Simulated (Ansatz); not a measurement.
Is this BeS structure a true minimum?

The cell was reached from a generator's guess, though it ends in a space group that the Crystallography Open Database lists for this formula.

These are results of Ansatz 0.2.0, DFT PBE, scalar-relativistic, plane waves, PAW, not measurements. Plane waves to 420 eV, a k mesh through Γ of 8×8×8 on the computed 2-atom cell and Gaussian smearing (0.02 eV); no spin polarisation.

The cell below (2 atoms, space group F-43m (No. 216)) is relaxed within its symmetry.

```
CELL_PARAMETERS angstrom
0.00000 2.43817 2.43817
2.43817 0.00000 2.43817
2.43817 2.43817 0.00000
ATOMIC_POSITIONS crystal
Be 0.75000 0.75000 0.75000
S 0.00000 0.00000 0.00000
```

For the test a repeat of it with 4 atoms (edges 3.45, 3.45, 5.97 Å) was strained at random (σ = 1.5 % a component), the atoms were moved at random (σ = 0.05 Å), and all was relaxed again on a coarse 6×6×6 mesh (in the run’s order of axes) with 0.10 eV smearing, with no symmetry imposed.

Q: What happens?

A: It returns, within 1 meV/atom of the unmoved cell on that mesh and with the same symmetry when read at 0.1 Å. No instability shows in this cell; modes of other wave vectors, which need another repeat, aren't tested.
